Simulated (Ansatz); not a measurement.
Set up this calculation in Ansatz 0.2.0, as the native input.

```yaml
Task: relaxation of cell and atoms
Functional: r2SCAN
Potentials_or_basis: Ansatz PAW
Cutoff: "500 eV (not typed: the program's choice for these potentials)"
k_mesh: 10 × 10 × 5
Occupations: fermi-dirac, width 0.05 eV
Spin: no spin polarisation
Hubbard_terms: Cu d U = 3 eV
Hubbard_projectors: ortho-atomic (the default)
Double_counting: fll (the default)
```

CuO (Tenorite):

```
Cu O
1.0
     2.34185   -1.71130    0.00000
     2.34185    1.71130    0.00000
    -0.85003    0.00000    5.05787
Cu O
2 2
Direct
  0.50000 0.00000 0.50000
  0.00000 0.50000 0.00000
  0.41840 0.58160 0.75000
  0.58160 0.41840 0.25000
```

One way to write it, as run:

input.yaml

```yaml
crystal:
  lattice:
    - [2.34185, -1.7113, 0.0]
    - [2.34185, 1.7113, 0.0]
    - [-0.8500274268, 0.0, 5.0578693947]
  atoms:
    - { symbol: Cu, position: [0.5, 0.0, 0.5] }
    - { symbol: Cu, position: [0.0, 0.5, 0.0] }
    - { symbol: O, position: [0.4184, 0.5816, 0.75] }
    - { symbol: O, position: [0.5816, 0.4184, 0.25] }
hamiltonian:
  xc: r2scan
  pseudopotentials: { kind: paw }
  hubbard: { sites: [{ species: Cu, l: d, u_eff: 3.0 }] }
kpoints:
  mp_grid: { grid: [10, 10, 5] }
scf:
  occupations: { method: fermi_dirac, width: 0.05 }
output:
  forces: true
  stress: true
  eigenvalues: true
relax:
  f_tol: 0.01
  max_steps: 40
  cell: { stress_tol: 0.05 }
```

Potentials or basis: Ansatz PAW.

The run is started by

```bash
$ ansatz run input.yaml --threads 2 --pin off --max-ram 5632MiB --backend cpu --events-out ev --progress --plain --runs-dir out
```

Results of the run:

* Relaxed volume: 10.82 Å³/atom
* Relaxed cell: a = 2.902 Å, b = 2.902 Å, c = 5.139 Å, α = 90.06°, β = 90.06°, γ = 89.52°
* Space group after relaxing (to 0.05 Å): P4_2/mmc (No. 131)
* Energy gained by relaxing: 16.6 meV/atom
* Ionic steps: 16
* Pressure after relaxing: 0.0 GPa
* Band gap on the k mesh: none (metal or under the smearing width)

Caveat: the plane-wave basis is chosen anew once the cell has moved, so the energies of steps on either side of that aren't comparable; the run has no spin polarisation, though such a crystal can be magnetic; U without spin polarisation on a metal has little footing; the PAW data sets come from PBE, with cores solved anew for the run's functional, which leaves a small shift of forces and pressure.

Wall time 3.4 min on 2 threads of Arm Neoverse V2, on a shared host, peak memory 0.7 GiB.
